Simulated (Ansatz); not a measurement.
# TaN: the cost of one run

Method: DFT, scalar-relativistic, functionals as named in each step, in Ansatz 0.2.0.

## (1) Starting point

Symmetry: Fm-3m, No. 225, cubic system. The conventional cell has a = 4.358 Å, b = 4.358 Å, c = 4.358 Å, α = 90.00°, β = 90.00°, γ = 90.00°. Around Ta (site symmetry m-3m) lie 6 N at 2.18 Å. N (site symmetry m-3m) is surrounded by 6 Ta at 2.18 Å.

Coordinates:

```cif
data_structure
_symmetry_space_group_name_H-M 'P 1'
_symmetry_Int_Tables_number 1
_cell_length_a 3.0816
_cell_length_b 3.0816
_cell_length_c 3.0816
_cell_angle_alpha 60.000
_cell_angle_beta 60.000
_cell_angle_gamma 60.000
_cell_volume 20.69
loop_
_atom_site_label
_atom_site_type_symbol
_atom_site_fract_x
_atom_site_fract_y
_atom_site_fract_z
_atom_site_occupancy
Ta1 Ta 0.50000 0.50000 0.50000 1
N1 N 0.00000 0.00000 0.00000 1
```

Atoms are numbered in the order of the input: Ta1, N2.

## (2) LDA, LAPW

Contents of input.yaml:

```yaml
crystal:
  lattice:
    - [0.0, 2.179, 2.179]
    - [2.179, 0.0, 2.179]
    - [2.179, 2.179, 0.0]
  atoms:
    - { symbol: Ta, position: [0.5, 0.5, 0.5] }
    - { symbol: "N", position: [0.0, 0.0, 0.0] }
kpoints:
  mp_grid: { grid: [9, 9, 9] }
  band_path:
    path:
      - [0.0, 0.0, 0.0]
      - [0.5, 0.0, 0.5]
      - [0.625, 0.25, 0.625]
      - [0.375, 0.375, 0.75]
      - [0.0, 0.0, 0.0]
      - [0.5, 0.5, 0.5]
      - [0.5, 0.25, 0.75]
      - [0.5, 0.0, 0.5]
    npoints: 5
scf:
  occupations: { method: fermi_dirac, width: 0.02 }
hamiltonian:
  xc: lda
  pseudopotentials: { kind: all_electron, lapw: { basis_error: 0.0005 } }
output:
  forces: true
  stress: true
  eigenvalues: true
```

Run with:

```
$ ansatz run input.yaml --threads 1 --pin off --max-ram 2048MiB --backend cpu --events-out ev --progress --plain --runs-dir out
```

Q: Estimate wall time and peak memory on 1 thread of AMD EPYC 9R45 (Zen 5), shared host.

About 5 s, with a peak of 0.39 GiB.
